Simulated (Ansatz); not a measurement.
# MoP: energy against the total moment, part 2 of 3

Aim: map the energy of MoP against its total spin moment, held by a constraint, beside free and non-magnetic runs and runs in a field. The runs shown use PAW.

Ansatz 0.2.0; DFT PBE; a database cell (COD). Earlier steps stand in the parts before.

## Step 5: Total moment held at 0.2 μB, PAW

input.yaml

```yaml
crystal:
  lattice:
    - [3.223, 0.0, 0.0]
    - [-1.6115, 2.7911998764, 0.0]
    - [0.0, 0.0, 3.191]
  atoms:
    - { symbol: Mo, position: [0.0, 0.0, 0.0], spin: 0.2 }
    - { symbol: P, position: [0.3333333333, 0.6666666667, 0.5] }
magnetization:
  spin_polarized: true
  initial_magnetization: 0.2
  spin_locking: { lock_magnetization: hard }
kpoints:
  mp_grid: { grid: [12, 12, 10] }
scf:
  occupations: { method: fermi_dirac, width: 0.1 }
  lower_state_search: "off"
hamiltonian:
  xc: pbe
  pseudopotentials: { kind: paw }
output:
  forces: true
  stress: true
  eigenvalues: true
  write_density: true
  write_potential: true
  elf: true
  volumetric_format: npy
```

Launch:

```bash
> ansatz run input.yaml --threads 1 --pin off --max-ram 3072MiB --backend cpu --events-out ev --progress --plain --runs-dir out
```

The program printed, cut to the lines that bear on the results:

```text
Warning: output.stress: scf.convergence.dr2_threshold = 1e-7 eV (the SCF's general default) is looser than the 2e-10 eV advised for a printed stress (1e-10 eV for each atom of the cell: 2). What an SCF threshold leaves in a stress goes as its square root, and in the free energy as the [...]
Pseudopotentials: kind: paw
Pseudopotential: Mo, paw, valence charge 14, recommended cutoff 420 eV (normal)
Pseudopotential: P, paw, valence charge 5, recommended cutoff 420 eV (normal)
Functional definition: PBE
[...]
Crystal: 2 atoms, lattice volume = 28.706 Å³
[...]
Fermi energy:    17.291925 (↑ 17.470248, ↓ 17.113602) eV
[...]
--- Forces (eV/Å), atoms counted from 1 ---
  atom   1  Mo     0.00000000    -0.00000000     0.00000000
  atom   2  P      0.00000000    -0.00000000     0.00000000
[...]
--- Stress (GPa, compression-positive) ---
        3.344559       0.000000       0.000000
       -0.000000       3.344559       0.000000
        0.000000       0.000000       2.292866
  P = ⅓ Tr σ = 2.9940 GPa (29.940 kbar)
--- Band table (eV; the first three rows and the last of 228) ---
  k-point 0 ↑: bands = ["-43.9893", "-18.1419", "-17.9400", "-17.9400", "3.3233", "13.0513", "13.9155", "13.9155", "16.5391", "17.4608", "17.4608", "21.3646", "21.3646", "22.8070"]
[...]
```

It took 13 s on 1 thread of Arm Neoverse V2, shared host; peak memory 0.38 GiB.

Read from it: total moment 0.20 μB; site moments Mo1 0.14, P2 0.01 μB; pressure 2.99 GPa; no gap.

Density in a lattice plane of the grid's cell (edges 3.22 and 3.19 Å, at 0.667 of the third edge), which holds P.

Ten even steps from ' ' (0.06 e/Å³) to '@' (0.91 e/Å³):
```
++==--::::::::::::::::::::::----==++##%%@@%%##**
==--------::::::::::::::::------==++**######**++
==------------======------------======++++++++==
----======++++++++++++++======------------------
--====++******######******++====------::::::----
--==++**##################**++==----::::::::::--
--==**######**++++****######**==--::::::..::::::
--++**####**==------==**####**++--::::......::::
--++**##**==::..  ..::++**##**++==::::......::::
==++**##**==..      ..==**##**++==::::......::--
--++**##**==::..  ..::++**##**++==::::......::::
--++**####**==------==**####**++--::::......::::
--==**######**++++****######**==--::::::..::::::
--==++**##################**++==----::::::::::--
--====++******######******++====------::::::----
----======++++++++++++++======------------------
==------------======------------======++++++++==
==--------::::::::::::::::------==++**######**++
++==--::::::::::::::::::::::----==++##%%@@%%##**
++==--::::::::::::::::::::::----==**##@@@@@@%%##
```
Columns run along the first of these edges and rows up along the second, over one cell in 24 and 20 even steps from the bottom left corner. Atoms in the plane (fractional): P at (0.33, 0.50).

ELF in the same plane.

Ten even steps from ' ' (0.00) to '@' (0.77):
```
::::::::::----------------::::::::----======----
::------======++++++++====----::::::------------
----==++******######******++==----::::----------
--==**##%%%%%%%%%%%%%%%%%%##**==--::::::::::::--
==**##@@@@@@@@@@@@@@@@@@@@@@%%**==--::::::::::--
**##@@@@@@@@%%######%%@@@@@@@@##**==--::::::--==
##%%@@@@@@##++==--==++##@@@@@@%%##++--::::::--++
%%@@@@@@##++::..  ..::++##@@@@@@##**==--::--==**
%%@@@@%%**--          ::**%%@@@@%%**==------++**
%%@@@@%%++::          ..++%%@@@@%%**++------++**
%%@@@@%%**--          ::**%%@@@@%%**==------++**
%%@@@@@@##++::..  ..::++##@@@@@@##**==--::--==**
##%%@@@@@@##++==--==++##@@@@@@%%##++--::::::--++
**##@@@@@@@@%%######%%@@@@@@@@##**==--::::::--==
==**##@@@@@@@@@@@@@@@@@@@@@@%%**==--::::::::::--
--==**##%%%%%%%%%%%%%%%%%%##**==--::::::::::::--
----==++******######******++==----::::----------
::------======++++++++====----::::::------------
::::::::::----------------::::::::----======----
::::::::::::::::::::::::::::::::::--==========--
```
Columns run along the first of these edges and rows up along the second, over one cell in 24 and 20 even steps from the bottom left corner. Atoms in the plane (fractional): P at (0.33, 0.50).

Both are smooth fields of the valence electrons: close to the nuclei they are not physical.

Spin density (up less down) in a lattice plane of the grid's cell (edges 3.22 and 3.19 Å, at 0.667 of the third edge), which holds P.

Ten even steps from ' ' (0.00 e/Å³) to '@' (0.02 e/Å³):
```
**++==--::....      ....::--==++**##%%@@@@@@%%##
**++==--::....      ....::--==++**##%%%%@@%%%%##
++++==--::..          ..::--==++++**##########**
++==----::..          ..::----====++++++**++++++
==------::..          ..::::----================
----::::::..          ..::::::--------::::::----
::::::::::....        ....::::::::::::::....::::
..............      ............................
..............      ..............              
                                                
..............      ..............              
..............      ............................
::::::::::....        ....::::::::::::::....::::
----::::::..          ..::::::--------::::::----
==------::..          ..::::----================
++==----::..          ..::----====++++++**++++++
++++==--::..          ..::--==++++**##########**
**++==--::....      ....::--==++**##%%%%@@%%%%##
**++==--::....      ....::--==++**##%%@@@@@@%%##
**++==--::....      ....::--==++**##%%@@@@@@@@%%
```
Columns run along the first of these edges and rows up along the second, over one cell in 24 and 20 even steps from the bottom left corner. Atoms in the plane (fractional): P at (0.33, 0.50).

The highest ELF values outside the cores: 0.82 beside P, off the lines to its neighbours, 0.9 Å from P; 0.82 on the P–Mo line, 0.8 Å from P.

## Step 6: Total moment held at 0.4 μB, PAW

input.yaml

```yaml
crystal:
  lattice:
    - [3.223, 0.0, 0.0]
    - [-1.6115, 2.7911998764, 0.0]
    - [0.0, 0.0, 3.191]
  atoms:
    - { symbol: Mo, position: [0.0, 0.0, 0.0], spin: 0.4 }
    - { symbol: P, position: [0.3333333333, 0.6666666667, 0.5] }
magnetization:
  spin_polarized: true
  initial_magnetization: 0.4
  spin_locking: { lock_magnetization: hard }
kpoints:
  mp_grid: { grid: [12, 12, 10] }
scf:
  occupations: { method: fermi_dirac, width: 0.1 }
  lower_state_search: "off"
hamiltonian:
  xc: pbe
  pseudopotentials: { kind: paw }
output:
  forces: true
  stress: true
  eigenvalues: true
```

Launch:

```bash
> ansatz run input.yaml --threads 1 --pin off --max-ram 3072MiB --backend cpu --events-out ev --progress --plain --runs-dir out
```

The program printed, cut to the lines that bear on the results:

```text
Warning: output.stress: scf.convergence.dr2_threshold = 1e-7 eV (the SCF's general default) is looser than the 2e-10 eV advised for a printed stress (1e-10 eV for each atom of the cell: 2). What an SCF threshold leaves in a stress goes as its square root, and in the free energy as the [...]
[... 4 set-up lines as earlier in the session ...]
[...]
Crystal: 2 atoms, lattice volume = 28.706 Å³
[...]
Fermi energy:    17.359295 (↑ 17.758017, ↓ 16.960573) eV
[...]
--- Forces (eV/Å), atoms counted from 1 ---
  atom   1  Mo     0.00000000    -0.00000000     0.00000000
  atom   2  P      0.00000000    -0.00000000     0.00000000
[...]
--- Stress (GPa, compression-positive) ---
        4.295602       0.000000       0.000000
        0.000000       4.295602       0.000000
        0.000000       0.000000       2.611141
  P = ⅓ Tr σ = 3.7341 GPa (37.341 kbar)
--- Band table (eV; the first three rows and the last of 228) ---
  k-point 0 ↑: bands = ["-44.0511", "-18.2121", "-18.0062", "-18.0062", "3.3126", "13.0118", "13.8725", "13.8725", "16.5270", "17.3828", "17.3828", "21.3397", "21.3397", "22.8012"]
[...]
```

It took 9.3 s on 1 thread of Arm Neoverse V2, shared host; peak memory 0.37 GiB.

In short: total moment 0.40 μB; site moments Mo1 0.28, P2 0.02 μB; pressure 3.73 GPa; no gap.

## Step 7: Total moment held at 0.6 μB, PAW

Edit input.yaml of step 6 so:

```diff
@@ -6,3 +6,3 @@
   atoms:
-    - { symbol: Mo, position: [0.0, 0.0, 0.0], spin: 0.4 }
+    - { symbol: Mo, position: [0.0, 0.0, 0.0], spin: 0.6 }
     - { symbol: P, position: [0.3333333333, 0.6666666667, 0.5] }
@@ -10,3 +10,3 @@
   spin_polarized: true
-  initial_magnetization: 0.4
+  initial_magnetization: 0.6
   spin_locking: { lock_magnetization: hard }
```

Launch:

```bash
> ansatz run input.yaml --threads 1 --pin off --max-ram 3072MiB --backend cpu --events-out ev --progress --plain --runs-dir out
```

The program printed, cut to the lines that bear on the results:

```text
Warning: output.stress: scf.convergence.dr2_threshold = 1e-7 eV (the SCF's general default) is looser than the 2e-10 eV advised for a printed stress (1e-10 eV for each atom of the cell: 2). What an SCF threshold leaves in a stress goes as its square root, and in the free energy as the [...]
[... 4 set-up lines as earlier in the session ...]
[...]
Crystal: 2 atoms, lattice volume = 28.706 Å³
[...]
Fermi energy:    17.382651 (↑ 17.964220, ↓ 16.801082) eV
[...]
--- Forces (eV/Å), atoms counted from 1 ---
  atom   1  Mo     0.00000000    -0.00000000     0.00000000
  atom   2  P      0.00000000    -0.00000000     0.00000000
[...]
--- Stress (GPa, compression-positive) ---
        5.828947       0.000000       0.000000
        0.000000       5.828947       0.000000
        0.000000       0.000000       3.323459
  P = ⅓ Tr σ = 4.9938 GPa (49.938 kbar)
--- Band table (eV; the first three rows and the last of 228) ---
  k-point 0 ↑: bands = ["-44.1055", "-18.2724", "-18.0671", "-18.0671", "3.3023", "12.9708", "13.8297", "13.8297", "16.5157", "17.3153", "17.3153", "21.3161", "21.3161", "22.7929"]
[...]
```

It took 8.9 s on 1 thread of Arm Neoverse V2, shared host; peak memory 0.37 GiB.

In short: total moment 0.60 μB; site moments Mo1 0.42, P2 0.03 μB; pressure 4.99 GPa; no gap.

## Step 8: Total moment held at 0.9 μB, PAW

Edit input.yaml of step 7 so:

```diff
@@ -6,3 +6,3 @@
   atoms:
-    - { symbol: Mo, position: [0.0, 0.0, 0.0], spin: 0.6 }
+    - { symbol: Mo, position: [0.0, 0.0, 0.0], spin: 0.9 }
     - { symbol: P, position: [0.3333333333, 0.6666666667, 0.5] }
@@ -10,3 +10,3 @@
   spin_polarized: true
-  initial_magnetization: 0.6
+  initial_magnetization: 0.9
   spin_locking: { lock_magnetization: hard }
```

Launch:

```bash
> ansatz run input.yaml --threads 1 --pin off --max-ram 3072MiB --backend cpu --events-out ev --progress --plain --runs-dir out
```

The program printed, cut to the lines that bear on the results:

```text
Warning: output.stress: scf.convergence.dr2_threshold = 1e-7 eV (the SCF's general default) is looser than the 2e-10 eV advised for a printed stress (1e-10 eV for each atom of the cell: 2). What an SCF threshold leaves in a stress goes as its square root, and in the free energy as the [...]
[... 4 set-up lines as earlier in the session ...]
[...]
Crystal: 2 atoms, lattice volume = 28.706 Å³
[...]
Fermi energy:    17.295430 (↑ 18.160280, ↓ 16.430580) eV
[...]
--- Forces (eV/Å), atoms counted from 1 ---
  atom   1  Mo     0.00000000    -0.00000000     0.00000000
  atom   2  P      0.00000000    -0.00000000     0.00000000
[...]
--- Stress (GPa, compression-positive) ---
        8.316528      -0.000000       0.000000
        0.000000       8.316528       0.000000
        0.000000       0.000000       6.270158
  P = ⅓ Tr σ = 7.6344 GPa (76.344 kbar)
--- Band table (eV; the first three rows and the last of 228) ---
  k-point 0 ↑: bands = ["-44.1689", "-18.3353", "-18.1470", "-18.1470", "3.2879", "12.9118", "13.7666", "13.7666", "16.4973", "17.2351", "17.2351", "21.2855", "21.2855", "22.7713"]
[...]
```

It took 8.1 s on 1 thread of Arm Neoverse V2, shared host; peak memory 0.37 GiB.

In short: total moment 0.90 μB; site moments Mo1 0.63, P2 0.05 μB; pressure 7.63 GPa; no gap.

## Step 9: Total moment held at 1.2 μB, PAW

Edit input.yaml of step 8 so:

```diff
@@ -6,3 +6,3 @@
   atoms:
-    - { symbol: Mo, position: [0.0, 0.0, 0.0], spin: 0.9 }
+    - { symbol: Mo, position: [0.0, 0.0, 0.0], spin: 1.2 }
     - { symbol: P, position: [0.3333333333, 0.6666666667, 0.5] }
@@ -10,3 +10,3 @@
   spin_polarized: true
-  initial_magnetization: 0.9
+  initial_magnetization: 1.2
   spin_locking: { lock_magnetization: hard }
```

Launch:

```bash
> ansatz run input.yaml --threads 1 --pin off --max-ram 3072MiB --backend cpu --events-out ev --progress --plain --runs-dir out
```

The program printed:

```text
Warning: output.stress: scf.convergence.dr2_threshold = 1e-7 eV (the SCF's general default) is looser than the 2e-10 eV advised for a printed stress (1e-10 eV for each atom of the cell: 2). What an SCF threshold leaves in a stress goes as its square root, and in the free energy as the threshold itself, and one threshold admits the most on a small cell: of the crystals measured, under no hybrid functional and no lock of the moments, on runs that ended without the residual-converged pass, on stresses that held no estimate of that error, the worst erred by over 100 MPa in a component at 1e-7 eV an atom and by under 5 at 1e-10. Set scf.convergence.dr2_threshold to 2e-10 eV or tighter. The threshold is an SCF's pass mark: one that does not reach it within its budget of iterations ends unconverged, or closes short of it on a stop that the run arms, and scf.convergence.dr2_threshold's page says what that costs each kind of run
[... 9 set-up lines as earlier in the session ...]
Crystal: 2 atoms, lattice volume = 28.706 Å³
Basis set: ecut = 420 eV, 551 PW (Γ), exchange–correlation on 48×48×48 points (8 copies of the dense FFT grid, shifted against one another)
Bands: 15, of which v1, the nominal top of the filled ones, is band 10 counted from 1 (9 counted from 0)
[... 2 set-up lines as earlier in the session ...]
Magnetic group: BNS 187.209 (UNI 1439), of the structure as read, at distance tolerance 3.1e-5 Å
k-points: 114 of 1440 (time reversal used)
[... 6 set-up lines as earlier in the session ...]
Starting moments: Σ|m| = 1.2 μB on 1 of 2 sites
[... 2 set-up lines as earlier in the session ...]
SCF iter   1: F=—  HF=-5713.305520 eV  |F-HF|=—  |Δ(HF+E_count)|=         —  Δρ=6.42e-2 (↑6.42e-2 ↓3.81e-2)  dr2=3.87e0  dr2_m=1.40e-1  M=1.200 μB ∫|m|=1.200 μB  β_m=0.30  ethr=3.10e-3  ⟨swp⟩=5.4  Hψ=19226  notcnv=0
preconditioner: auto → none  [metal: Δε(μ)=0.005 eV  Ē_g=9.868 eV  σ=0.100 eV  W_gap=0.01  n_scr=8 (ndim 8)  ℏωp=23.0 eV  f_vac=0.000  D(μ)=1.39/eV (n_scr^D=8)  sad-step TF]
SCF iter   2: F=—  HF=-5712.646059 eV  |F-HF|=—  |Δ(HF+E_count)|=   6.59e-1  Δρ=3.78e-2 (↑3.78e-2 ↓2.51e-2)  dr2=1.23e0  dr2_m=6.23e-2  M=1.200 μB ∫|m|=1.200 μB  β_m=0.50  ethr=3.10e-3  ⟨swp⟩=2.6  Hψ=7251  notcnv=0  defer=98
SCF iter   3: F=—  HF=-5712.383804 eV  |F-HF|=—  |Δ(HF+E_count)|=   2.62e-1  Δρ=7.37e-3 (↑4.67e-3 ↓7.37e-3)  dr2=1.20e-2  dr2_m=3.51e-3  M=1.200 μB ∫|m|=1.200 μB  β_m=0.68  ethr=3.10e-3  ⟨swp⟩=2.4  Hψ=5852  notcnv=0  defer=98
SCF iter   4: F=—  HF=-5712.389130 eV  |F-HF|=—  |Δ(HF+E_count)|=   5.33e-3  Δρ=1.39e-3 (↑1.39e-3 ↓1.05e-3)  dr2=1.64e-3  dr2_m=1.17e-4  M=1.200 μB ∫|m|=1.201 μB  β_m=0.67  ethr=6.33e-5  ⟨swp⟩=2.5  Hψ=6930  notcnv=0  defer=85
SCF iter   5: F=—  HF=-5712.388891 eV  |F-HF|=—  |Δ(HF+E_count)|=   2.39e-4  Δρ=2.82e-4 (↑2.82e-4 ↓2.29e-4)  dr2=8.66e-6  dr2_m=1.45e-5  M=1.200 μB ∫|m|=1.201 μB  β_m=0.75  ethr=8.64e-6  ⟨swp⟩=2.5  Hψ=4920  notcnv=0  defer=85
SCF iter   6: F=—  HF=-5712.388916 eV  |F-HF|=—  |Δ(HF+E_count)|=   2.44e-5  Δρ=1.50e-4 (↑1.50e-4 ↓4.12e-5)  dr2=6.84e-6  dr2_m=2.17e-6  M=1.200 μB ∫|m|=1.201 μB  β_m=0.79  ethr=4.56e-8  ⟨swp⟩=2.0  Hψ=5616  notcnv=0  defer=85
SCF iter   7: F=—  HF=-5712.388917 eV  |F-HF|=—  |Δ(HF+E_count)|=   1.20e-6  Δρ=3.91e-5 (↑1.71e-5 ↓3.91e-5)  dr2=1.19e-6  dr2_m=6.68e-8  M=1.200 μB ∫|m|=1.201 μB  β_m=0.78  ethr=3.60e-8  ⟨swp⟩=2.5  Hψ=5381  notcnv=0  defer=85
iter 8 did not close the SCF: its close was put off for a magnetic moment that had not settled (scf_convergence_deferred on its scf_iter line)
SCF iter   8: F=-5712.388917 eV  HF=-5712.388917 eV  |F-HF|=2.67e-8  |Δ(HF+E_count)|=   1.29e-7  Δρ=1.02e-5 (↑3.94e-6 ↓1.02e-5)  dr2=4.49e-8  dr2_m=8.85e-9  M=1.200 μB ∫|m|=1.201 μB  β_m=0.80  ethr=5.26e-10  ⟨swp⟩=4.6  Hψ=13490  notcnv=0
SCF iter   9: F=-5712.388917 eV  HF=-5712.388917 eV  |F-HF|=1.94e-9  |Δ(HF+E_count)|=   4.78e-9  Δρ=2.25e-6 (↑2.25e-6 ↓7.05e-7)  dr2=2.58e-9  dr2_m=3.52e-10  M=1.200 μB ∫|m|=1.201 μB  ethr=2.36e-10  ⟨swp⟩=1.8  Hψ=10679  notcnv=0
SCF 1 converged in 9 iterations: F = -5712.388917 eV  dr2 = 2.58e-9
SCF converged after 9 iterations
Stability checked in part: among states of this total moment the steps that led to this state did not find it unstable. No probe was made; neither looks for a lower state of another moment (fixed_total_moment; see scf.lower_state_search)
Magnetization: 1.2000 μB (10.1000 up, 8.9000 down)
Absolute magnetization: 1.2008 μB (∫|ρ↑−ρ↓|, with the PAW one-centre terms)
Spin contamination: 0.0041 ħ² per cell (⟨S²⟩ above its minimum at these occupations)
Per-site moments (μB) at R_I (Å): [(0.8107697487372524, 1.011104445585813), (0.06745389280943935, 1.011104445585813)]
Free energy (F): -5712.388917 eV
Harris-Foulkes:  -5712.388917 eV  (|F-HF|=1.94e-9)
Internal energy: -5712.340516 eV  (E = F + TS)
E sigma→0 (E₀):  -5712.364717 eV
Entropy (-TS):   -0.048400 eV (-24.200 meV/atom)
Fermi energy:    17.227480 (↑ 18.323049, ↓ 16.131911) eV
--- Per-component energies (eV) ---
  E_band       = -61.080760
  E_kinetic    = 518.817354
  E_local      = -1027.469625  (includes V_loc(G=0)·N_el)
  E_nonlocal   = 177.292287
  E_hartree    = 357.981861
  E_xc         = -247.764505
  E_vxc        = -293.547399  (∫ρ·V_xc dr)
  E_paw        = -3771.198167  (= ΣΔE_a)
  E_vpaw       = -152.135568  (= ΣTr[D̂ρ^β])
  E_aug_tail   = 0.000053  (compensation charges beyond the density's cutoff)
  E_ewald      = -1719.999773
  E_smearing   = -0.048400  (= −TS)
  E_closure    = 0.000000  (closes the sum)
  Σ components = -5712.388917   (vs F -5712.388917, Δ=0.00e0)
--- Forces (eV/Å), atoms counted from 1 ---
  atom   1  Mo     0.00000000    -0.00000000     0.00000000
  atom   2  P      0.00000000    -0.00000000     0.00000000
  max |Σ_I F_I| component: 1.30e-16 eV/Å
--- Stress (GPa, compression-positive) ---
       11.185661       0.000000       0.000000
        0.000000      11.185661       0.000000
        0.000000       0.000000      10.783242
  P = ⅓ Tr σ = 11.0515 GPa (110.515 kbar)
--- Band table (eV; the first three rows and the last of 228) ---
  k-point 0 ↑: bands = ["-44.1730", "-18.3202", "-18.1814", "-18.1814", "3.2771", "12.8673", "13.7111", "13.7111", "16.4785", "17.2175", "17.2175", "21.2731", "21.2731", "22.6999", "26.1008"]
  k-point 1 ↑: bands = ["-44.1711", "-18.3486", "-18.1790", "-18.1790", "3.4401", "12.6778", "13.7863", "13.7863", "16.3932", "16.8396", "16.8396", "21.5476", "21.5476", "22.8380", "25.9551"]
  k-point 2 ↑: bands = ["-44.1662", "-18.4223", "-18.1726", "-18.1726", "3.9063", "11.9904", "13.9910", "13.9910", "16.1068", "16.1068", "16.5201", "21.6285", "21.6285", "23.2066", "26.3194"]
  k-point 113 ↓: bands = ["-43.4667", "-17.9225", "-17.6222", "-17.5925", "6.5802", "10.5664", "11.7825", "14.1260", "16.2971", "19.2135", "20.9240", "21.7965", "21.8927", "22.5243", "23.0221"]
```

Run time: 8.4 s. Hardware: 1 thread of Arm Neoverse V2, shared host; peak memory 0.37 GiB.

Read from it: total moment 1.20 μB; site moments Mo1 0.81, P2 0.07 μB; pressure 11.05 GPa; no gap.

[end of part 2 of 3]
